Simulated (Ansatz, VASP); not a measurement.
**CdF2: VASP beside Ansatz**

Contents of INCAR:

```
SYSTEM = CdF2
ALGO     = Fast           ! electronic algorithm
EDIFF    = 1E-6           ! SCF threshold, eV
ENCUT    = 520            ! plane-wave cutoff, eV
GGA      = CA             ! functional
ISIF     = 2              ! what is computed and relaxed
ISMEAR   = 0              ! smearing method
LASPH    = .TRUE.         ! aspherical terms in the spheres
LCHARG   = .FALSE.        ! write CHGCAR
LREAL    = .FALSE.        ! projectors in reciprocal space
LWAVE    = .FALSE.        ! write WAVECAR
NBANDS   = 20             ! bands
NELM     = 60             ! most SCF steps
PREC     = Accurate       ! precision mode
SIGMA    = 0.05           ! smearing width, eV
```

File KPOINTS:

```
k-points
0
G
  8 8 8
  0 0 0
```

Contents of POSCAR:

```
CdF2
1.0
    0.0000000000      2.6488277134      2.6488277134
    2.5494966741      0.0000000000      2.6488277134
    2.5494966741      2.6488277134      0.0000000000
Cd F
1 2
Direct
    0.0000000000      0.0000000000      0.0000000000
    0.2500000000      0.2500000000      0.2500000000
    0.7500000000      0.7500000000      0.7500000000
```

Input for Ansatz:

```yaml
crystal:
  lattice:
    - [0.0, 2.6488277134, 2.6488277134]
    - [2.5494966741, 0.0, 2.6488277134]
    - [2.5494966741, 2.6488277134, 0.0]
  atoms:
    - { symbol: Cd, position: [0.0, 0.0, 0.0] }
    - { symbol: F, position: [0.25, 0.25, 0.25] }
    - { symbol: F, position: [0.75, 0.75, 0.75] }
basis:
  ecutwfc: 420
kpoints:
  mp_grid: { grid: [8, 8, 8] }
hamiltonian:
  xc: lda
scf:
  occupations: { method: gaussian, width: 0.05 }
output:
  forces: true
  stress: true
  eigenvalues: true
```

Change from the starting cell: strain -0.0375 x Voigt [1, 0, 0, 0, 0, 0], atoms carried along.

Alike in both runs: task single point; functional LDA; k mesh 8 × 8 × 8; occupations gaussian, width 0.05 eV; no spin polarisation.

|  | VASP | Ansatz |
| --- | --- | --- |
| version | VASP 6.6.1 | Ansatz 0.2.0 |
| potentials or method | VASP PAW LDA potentials, release 64 (Cd, F) | scalar-relativistic, plane waves, PAW |
| plane-wave cutoff (eV) | 520 | 420 |
| valence electrons in the cell | 26 | 34 |

```tsv
	VASP	Ansatz	Ansatz less VASP
gap on the k mesh at the Fermi level (eV)	3.07	3.09	+0.020
least direct gap on the mesh (eV)	3.41	3.42	+0.014
pressure (GPa)	6.9	5.3	-1.61
largest component of the traceless stress (GPa)	3.05	3.11	+0.066
```

The two sets of potentials don't hold the same shells in valence.

A k mesh can miss the band edges.
